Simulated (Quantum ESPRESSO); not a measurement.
Runs of Quantum ESPRESSO 7.5 on Au. Symmetry: Fm-3m, No. 225, cubic system. The conventional cell has a = 4.070 Å, b = 4.070 Å, c = 4.070 Å, α = 90.00°, β = 90.00°, γ = 90.00°. Au (site symmetry m-3m) has 12 Au at 2.88 Å as nearest neighbours. 

```tsv
task	level	potentials or basis	spin	cutoff (eV)	form of the LDA correlation	gap on the mesh (eV)	pressure (GPa)	V0 of scaled cells (Å³/atom)	B0 (GPa)
band structure	LDA	PseudoDojo 0.4.1 SR LDA standard	off	871	PW92	none	(c)	-	-
equation of state	PBEsol	PseudoDojo 0.4.1 SR PBEsol standard	off	1034	-	-	-	16.98	176
equation of state	rev-vdW-DF2	PseudoDojo 0.4.1 SR PBE standard	off	1034	-	-	-	17.53	(b)
band structure	PBEsol	PseudoDojo 0.4.1 SR PBEsol standard	off	1034	-	none	1.3	-	-
band structure	PBE	PseudoDojo 0.4 FR PBE standard	SOC, no magnetisation	1034	-	none	9.4	-	-
equation of state	PBE+D3(BJ)	PseudoDojo 0.4.1 SR PBE standard	off	1034	-	-	-	(a)	161
```

Alike in all rows: cell as given; k mesh 11 × 11 × 11; smearing fermi-dirac 0.05 eV.

Fill in the values left out.

(a) 17.38; (b) 155; (c) -5.1.

Caveats: spin-orbit coupling is left out, which moves the levels of the heavy elements (some runs); the potentials were made for another functional, which shifts forces and pressure (some runs).

A k mesh can miss the band edges, and rows without SOC leave out spin-orbit coupling on Au.

A gap of «none» marks a metal or a gap under the smearing width.
